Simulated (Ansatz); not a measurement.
HgTe (Coloradoite) under changes of volume

One of the cells (33.215 Å³/atom); the others are scaled copies at fixed shape and fractional positions:

```
Hg Te
1.0
     0.00000    3.21450    3.21450
     3.21450    0.00000    3.21450
     3.21450    3.21450    0.00000
Hg Te
1 1
Cartesian
  0.0000 0.0000 0.0000
  4.8217 4.8217 4.8217
```

| Item | Value |
| --- | --- |
| Program | Ansatz 0.2.0 |
| Functional | r2SCAN |
| Dispersion | D4 |
| Potentials or basis | Ansatz PAW |
| Cutoff | 500 eV (not typed: the program's choice for these potentials) |
| k mesh | 7 × 7 × 7 |
| Occupations | fermi-dirac, width 0.05 eV |
| Spin | no spin polarisation |

| volume (Å³/atom) | energy over the lowest point (meV/atom) | pressure (GPa) |
| --- | --- | --- |
| 31.223 | 68.78 | 6.5 |
| 31.887 | 44.98 | 5.0 |
| 32.551 | 26.87 | 3.7 |
| 33.215 | ? | ? |
| 33.880 | 5.34 | 1.5 |
| 34.544 | 0.87 | 0.6 |
| 35.208 | 0.00 | -0.2 |

Problem. What does the run at 33.215 Å³/atom give?

Solution. Energy over the lowest point 13.84 meV/atom; pressure 2.6 GPa.

Worked out: A Birch-Murnaghan fit of order 3 (a polynomial in V^(-2/3)) to the other rows has its minimum at 35.05 Å³/atom with B0 = V·E''(V) = 42 GPa and B' = 5.1. It gives 13.85 meV/atom at 33.215 Å³/atom, against the run's 13.84, and -dE/dV = 2.6 GPa, against 2.6.

Energies are extrapolated to zero smearing.

Caveats: pairwise dispersion overbinds metals, which lowers pressure and volume; the PAW data sets come from PBE, with cores solved anew for the run's functional, which leaves a small shift of forces and pressure.
